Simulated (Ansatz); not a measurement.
## Si (I4/mmm), symmetry broken, then relaxed

Level of theory: DFT PBE+D3(BJ), scalar-relativistic, plane waves, PAW in Ansatz 0.2.0. The runs took a 420 eV cutoff, a Γ-centred 16×16×16 mesh and Gaussian smearing (0.15 eV). No spin polarisation. Energies are free energies at this smearing, counted from the undisturbed cell; pressure is positive in compression.

The starting cell (relaxed at this level; this form isn't the usual structure):

```
CELL_PARAMETERS angstrom
-1.61956 1.61956 1.30957
1.61956 -1.61956 1.30957
1.61956 1.61956 -1.30957
ATOMIC_POSITIONS crystal
Si 0.00000 0.00000 0.00000
```

The cell is strained by (0.0234, -0.0225, -0.0009, -0.0354, -0.0744, 0.0250) (xx, yy, zz, yz, xz, xy; engineering shear). The atoms are then relaxed in that fixed cell.

Problem. How much of the energy do the atoms recover?

Solution. The disturbance cost 14.3 meV/atom, and 14.3 meV/atom remain in the strained cell. The final space group reads P-1 (tolerance 0.05 Å).

Final structure:

```
Si
1.0
    -1.68591    1.53967    1.34002
     1.58845   -1.58605    1.27685
     1.72640    1.62654   -1.39738
Si
1
Direct
  0.00000 0.00000 0.00000
```

The relaxation, step by step (energy from the first step):

```
step  ΔE (meV/atom) largest force component (eV/Å) pressure (GPa)
   1            0.0                           0.000             n/a
```

Cost: 3 runs of about 0.53 core-minutes in all, on Arm Neoverse V2 (shared hosts).